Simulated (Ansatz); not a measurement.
Input and command of a calculation in Ansatz (plane waves; scalar-relativistic PAW potentials unless the input names others):

```yaml
crystal:
  lattice:
    - [-1.9589698958, 1.9591528987, 2.7511877299]
    - [1.9589698958, -1.9591528987, 2.7511877299]
    - [1.9589698958, 1.9591528987, -2.7511877299]
  atoms:
    - { symbol: Ca, position: [0.5, 0.5, 0.0] }
  symmetry: { detect: false }
basis:
  ecutwfc: 420
kpoints:
  mp_grid: { grid: [12, 12, 12] }
hamiltonian:
  xc: pbe
scf:
  occupations: { method: gaussian, width: 0.1 }
output:
  forces: true
  eigenvalues: true
  stress: true
```

```bash
ansatz run input.yaml --threads 2 --pin off --max-ram 5120MiB --backend cpu --events-out ev --progress --plain --runs-dir out
```

Abridged log:
```
Basis set: ecut = 420 eV, 869 PW (Γ), exchange–correlation on 54×54×54 points (8 copies of the dense FFT grid, shifted against one another)
Bands: 9, of which v1, the nominal top of the filled ones, is band 5 counted from 1 (4 counted from 0)
Symmetry: 1 space group operations
k-points: 868 of 1728 (time reversal used)
SCF iter   1: F=—  HF=-1816.861952 eV  |F-HF|=—  |Δ(HF+E_count)|=         —  Δρ=7.67e-4  dr2=2.77e-4  ethr=1.77e-3  ⟨swp⟩=5.9  Hψ=64138  notcnv=0
SCF iter   2: F=—  HF=-1816.862006 eV  |F-HF|=—  |Δ(HF+E_count)|=   5.46e-5  Δρ=4.64e-4  dr2=1.01e-4  ethr=2.77e-6  ⟨swp⟩=2.3  Hψ=18840  notcnv=0
SCF iter   3: F=—  HF=-1816.862068 eV  |F-HF|=—  |Δ(HF+E_count)|=   6.19e-5  Δρ=1.20e-4  dr2=1.01e-5  ethr=1.01e-6  ⟨swp⟩=2.0  Hψ=8742  notcnv=0
SCF iter   4: F=—  HF=-1816.862062 eV  |F-HF|=—  |Δ(HF+E_count)|=   6.02e-6  Δρ=4.15e-5  dr2=5.82e-7  ethr=1.01e-7  ⟨swp⟩=2.6  Hψ=11916  notcnv=0
SCF iter   5: F=—  HF=-1816.862063 eV  |F-HF|=—  |Δ(HF+E_count)|=   4.52e-7  Δρ=1.34e-5  dr2=1.35e-7  ethr=5.82e-9  ⟨swp⟩=2.0  Hψ=12248  notcnv=0
SCF iter   6: F=-1816.862063 eV  HF=-1816.862063 eV  |F-HF|=1.12e-8  |Δ(HF+E_count)|=   5.37e-8  Δρ=4.57e-6  dr2=1.48e-8  ethr=1.00e-9  ⟨swp⟩=4.2  Hψ=34494  notcnv=0
SCF 1 converged in 6 iterations: F = -1816.862063 eV  dr2 = 1.48e-8
SCF converged after 6 iterations
Free energy (F): -1816.862063 eV
Harris-Foulkes:  -1816.862063 eV  (|F-HF|=1.12e-8)
Internal energy: -1816.853859 eV  (E = F + TS)
E sigma→0 (E₀):  -1816.857961 eV
Entropy (-TS):   -0.008204 eV (-8.204 meV/atom)
Fermi energy:    4.936398 eV
--- Forces (eV/Å), atoms counted from 1 ---
  atom   1  Ca    -0.00000025     0.00000028     0.00000020
--- Stress (GPa, compression-positive) ---
       -0.022916      -0.000006      -0.000002
       -0.000006      -0.025297       0.000007
       -0.000002       0.000007       0.012382
  P = ⅓ Tr σ = -0.0119 GPa (-0.119 kbar)
```

Apart from outputs, empty bands and the relaxation, which only the reference makes, the input differs from a reference run on usual settings in crystal.symmetry: not typed → {"detect": false}. The reference, at the same geometry, ended its own course with pressure -0.01 GPa, largest force 0.000 eV/Å, no gap on the mesh. This run converged in 6 SCF iterations with an energy at zero smearing within 0.01 meV/atom of the reference's, pressure -0.01 GPa, largest force 0.000 eV/Å, no gap on the mesh.

It took 10 s on 2 threads of Arm Neoverse V2 (shared host), peak memory 0.7 GiB.